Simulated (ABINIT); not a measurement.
A run of ABINIT 10.8.3 (patched build) is set up as follows.

File run.abi:

```
# Pseudopotentials
pp_dirpath "./"
pseudos "N.upf, B.upf"

# Structure
acell 3*1.0
rprim
     2.3642775188     1.3650162619     6.3739222586
    -2.3642775188     1.3650162619     6.3739222586
     0.0000000000    -2.7300325238     6.3739222586
ntypat 2
znucl 7 5
natom 2
typat 1 2
xcart
     0.0000000000     0.0000000000     6.7516520399
     0.0000000000     0.0000000000     0.0033270625 Angstrom

# Plane-wave basis
ecut 35.0

# k points
kptopt 1
ngkpt 8 8 8
nshiftk 1
shiftk 0.0 0.0 0.0

# Exchange and correlation
ixc 41
hyb_mixing 0.2514
fockdownsampling 2 2 2

# Bands and occupations
nband 8
occopt 3
tsmear 0.05 eV

# SCF cycle
nstep 60
toldfe 1.0e-7

# Output
iomode 3
prtwf 0
prteig 0
prtebands 0
prtden 1
prtvha 1
prtvclmb 1
prtpot 1
prtelf 1
```

Potentials or basis: PseudoDojo NC SR PBE v0.4.1 standard.

Run with:

```console
$ mpirun --bind-to none -np 4 abinit run.abi > log 2>&1
```

(1) What does it give for the band gap on the k mesh?

Answers

(1) 6.29 eV, indirect (least direct gap 6.92 eV).
